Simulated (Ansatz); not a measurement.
**HfC under changes of volume**

One of the cells (12.568 Å³/atom); the others are scaled copies at fixed shape and fractional positions:

```xyz
2
Lattice="0.0000 2.3250 2.3250 2.3250 0.0000 2.3250 2.3250 2.3250 0.0000" Properties=species:S:1:pos:R:3 pbc="T T T"
Hf    2.3250    2.3250    2.3250
C     0.0000    0.0000    0.0000
```

- Program: Ansatz 0.2.0
- Functional: LDA
- Potentials or basis: all-electron LAPW, scalar-relativistic
- Cutoff: 303 eV (chosen from the basis error)
- Basis error allowed: 0.001 eV/atom
- k mesh: 10 × 10 × 10
- Occupations: fermi-dirac, width 0.05 eV
- Spin: no spin polarisation

```tsv
volume (Å³/atom)	energy over the lowest point (meV/atom)	pressure (GPa)
11.814	?	?
12.065	0.00	-2.3
12.317	7.60	-7.3
12.568	22.65	-11.8
12.819	44.39	-15.8
13.071	72.19	-19.5
13.322	105.42	-22.8
```

Problem. What does the run at 11.814 Å³/atom give?

Solution. Energy over the lowest point 0.64 meV/atom; pressure 3.2 GPa.

Worked out: A Birch-Murnaghan fit of order 3 (a polynomial in V^(-2/3)) to the other rows has its minimum at 11.96 Å³/atom, just outside them, with B0 = V·E''(V) = 262 GPa and B' = 4.0. It gives 0.66 meV/atom at 11.814 Å³/atom, against the run's 0.64, and -dE/dV = 3.2 GPa, against 3.2.

Energies are extrapolated to zero smearing.
